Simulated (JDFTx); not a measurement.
## AlN under changes of volume

One of the cells (10.417 Å³/atom); the others are scaled copies at fixed shape and fractional positions:

```
Al N
1.0
     0.00000    2.18399    2.18399
     2.18399    0.00000    2.18399
     2.18399    2.18399    0.00000
Al N
1 1
Direct
  0.00000 0.00000 0.00000
  0.25000 0.25000 0.25000
```

Measurements of this composition are mostly on another form, of space group No. 186.

- Program: JDFTx 1.7.0 (patched build)
- Functional: PBEsol
- Potentials or basis: PseudoDojo-SR-PBEsol-0.4.1-standard
- Cutoff: 1143 eV
- Density cutoff: 9143 eV
- k mesh: 10 × 10 × 10
- Occupations: fermi-dirac, width 0.05 eV
- Spin: no spin polarisation

```csv
volume (Å³/atom),energy over the lowest point (meV/atom),pressure (GPa),gap on the mesh (eV)
9.792,31.37,15.6,3.22
10.001,14.61,10.3,3.21
10.209,?,?,?
10.417,0.00,1.2,3.19
10.626,1.00,-2.7,3.18
10.834,6.85,-6.3,3.17
11.042,17.10,-9.5,3.16
```

Task: What does the run at 10.209 Å³/atom give?

Result: Energy over the lowest point 4.35 meV/atom; pressure 5.5 GPa; gap on the mesh 3.20 eV.

Worked out: A Birch-Murnaghan fit of order 3 (a polynomial in V^(-2/3)) to the other rows has its minimum at 10.48 Å³/atom with B0 = V·E''(V) = 201 GPa and B' = 3.8. It gives 4.38 meV/atom at 10.209 Å³/atom, against the run's 4.35, and -dE/dV = 5.5 GPa, against 5.5. A straight line through the other rows of the gap, of slope -0.499 eV per unit of ln V, gives 3.20 eV, against the run's 3.20.

Energies are extrapolated to zero smearing.

A mesh can miss the band edges.
